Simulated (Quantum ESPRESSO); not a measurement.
A run of Quantum ESPRESSO 7.5 is set up as follows.

File pw.in:

```
&CONTROL
  calculation = 'scf'
  prefix = 'pwscf'
  outdir = './tmp'
  pseudo_dir = './pseudo'
  tprnfor = .true.
  tstress = .true.
  disk_io = 'nowf'
/
&SYSTEM
  ibrav = 0
  nat = 2
  ntyp = 1
  ecutwfc = 88
  nbnd = 9
  occupations = 'smearing'
  smearing = 'fd'
  degauss = 0.00367493
/
&ELECTRONS
  conv_thr = 4d-10
  electron_maxstep = 120
  mixing_beta = 0.5
/
ATOMIC_SPECIES
C     12.0110 C_ONCV_PBE-1.2.upf
CELL_PARAMETERS angstrom
   0.0000000000    1.7833700000    1.7833700000
   1.7833700000    0.0000000000    1.7833700000
   1.7833700000    1.7833700000    0.0000000000
ATOMIC_POSITIONS crystal
C      0.7500000000    0.7500000000    0.7500000000
C      0.5000000000    0.5000000000    0.5000000000
K_POINTS automatic
8 8 8 0 0 0
```

Potentials or basis: SG15 PBE 1.2.

Launch:

```bash
$ OMP_NUM_THREADS=1 mpirun -n 2 pw.x -nk 2 -in pw.in > pw.out
```

**Question.** Predict the pressure.

**Answer.** 0.4 GPa.

**Question.** Estimate the band gap on the k mesh.

**Answer.** 4.18 eV, indirect (least direct gap 5.60 eV).

A k mesh can miss the band edges. As with any semilocal functional, this PBE gap is likely too small.
